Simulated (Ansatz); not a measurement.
BN, 8 atoms in the cell. The typed cell holds 8 atoms: a = 4.994 Å, b = 4.994 Å, c = 4.349 Å, α = 95.18°, β = 95.18°, γ = 141.56°. The cell comes from a database or a generator and needn't be the stable form of this composition. The cell isn't the ideal one: atoms moved at random, drawn with an rms of 0.05 Å.

| Quantity | Value |
| --- | --- |
| Program | Ansatz 0.2.0 |
| Task | single point |
| Functional | PBE |
| Potentials or basis | Ansatz PAW |
| Cutoff | 420 eV (not typed: the program's choice for these potentials) |
| k mesh | 9 × 9 × 7 |
| Occupations | fermi-dirac, width 0.05 eV |
| Spin | no spin polarisation |

Potentials or basis: Ansatz PAW.

Command:

```console
$ ansatz run input.yaml --threads 4 --pin off --max-ram 10240MiB --backend cpu --events-out ev --progress --plain --runs-dir out
```

Hardware: 4 threads of AMD EPYC 9R14 (Zen 4), on a shared host.

How long does it take, and how much memory?

Wall time 5.4 s on 4 threads of AMD EPYC 9R14 (Zen 4), with other jobs on the host, peak memory 0.76 GiB. Counts: scf iterations 6, plane waves 1289, k points 284, bands 24.
